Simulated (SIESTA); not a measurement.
ZnO (zincite):

```
Zn O
1.0
     3.24931    0.00000    0.00000
    -1.62465    2.81398    0.00000
     0.00000    0.00000    5.20571
Zn O
2 2
Direct
  0.66667 0.33333 0.00000
  0.33333 0.66667 0.50000
  0.33333 0.66667 0.87901
  0.66667 0.33333 0.37901
```

Base run:

```yaml
Program: SIESTA 5.4.2
Functional: vdW-DF-cx
Potentials_or_basis: PseudoDojo 0.4 standard (PBE files)
Basis: DZP (energy shift 0.002 Ry)
Grid_cutoff: 800 Ry
Energy_shift: 0.002 Ry
k_mesh: 9 × 9 × 5
Occupations: fermi-dirac, width 0.05 eV
Spin: no spin polarisation
```

Its results: band gap on the k mesh 1.11 eV, direct; pressure 2.5 GPa; largest force 0.128 eV/Å.

Q: The run is repeated on the same cell with these changes: functional from vdW-DF-cx to PBE; k mesh from 9 × 9 × 5 to 7 × 7 × 4. What comes out?

A: Band gap on the k mesh 1.16 eV, direct; pressure 6.4 GPa; largest force 0.129 eV/Å.

Several settings changed at once, so the effect can't be laid on one alone.

Caveats: semicore shells carry a single zeta, which can move pressures by several GPa and volumes by a few percent; the valence orbitals were made in a potential fitted to the semicore shell under them, which widens gaps by tenths of an eV or more; the basis of atomic orbitals isn't converged, which shifts pressures, moduli and gaps; the potentials were made for another functional, which shifts forces and pressure (some runs); the basis holds too few empty states to meet the f-sum rule, so the spectrum is short of weight at high energy (some runs).
